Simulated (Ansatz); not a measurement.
## TePt: experiment and calculation

**The experiment to reproduce.**

From “Electronic and topological properties of the van der Waals layered superconductor PtTe”, 2022, arxiv:2203.06655, for a bulk crystal of TePt at 200 K: lattice constant a 3.9612 ± 0.0004 Å; lattice constant c 19.815 ± 0.002 Å.

The results are compared with them further down.

Level of theory: DFT PBEsol, scalar-relativistic, plane waves, PAW in Ansatz.

Plane waves to 420 eV, a k mesh through Γ of 12×12×12 on the computed 4-atom cell and Gaussian smearing (0.10 eV); no spin polarisation.

Relaxed structure, symmetry kept:

```
Te Pt
1.0
     1.98195    1.14428    6.61091
    -1.98195    1.14428    6.61091
     0.00000   -2.28856    6.61091
Te Pt
2 2
Direct
  0.59848 0.59848 0.59848
  0.40152 0.40152 0.40152
  0.86981 0.86981 0.86981
  0.13019 0.13019 0.13019
```

```
Space group                                                       : R-3m (No. 166)
Volume per atom                                                   : 22.49 Å³
Formation energy from the elements' standard states (uncorrected) : -0.338 eV/atom
Kohn–Sham band gap                                                : none (metal)
Density of states at the Fermi level                              : 1.90 states/eV per cell
Löwdin character within 0.5 eV of the Fermi level                 : Te 5p 61 %, Pt 5d 27 %, unprojected 6 %
Bader charges (e)                                                 : Te (2 in the cell) 0.41, Pt (2 in the cell) -0.41
```

Spin-orbit coupling is left out, which matters for the bands of heavy elements.

A measured lattice constant a of TePt is 3.9612 Å (200 K; the paper above); the calculated 3.964 Å misses it by +0.1 %. A measured lattice constant c of TePt is 19.815 Å (200 K; the paper above); the calculated 19.833 Å misses it by +0.1 %. 2 values of this kind are on record (19.815 to 19.98 Å); this one was drawn at random, those with a stated uncertainty first. The calculation is for 0 K without zero-point motion.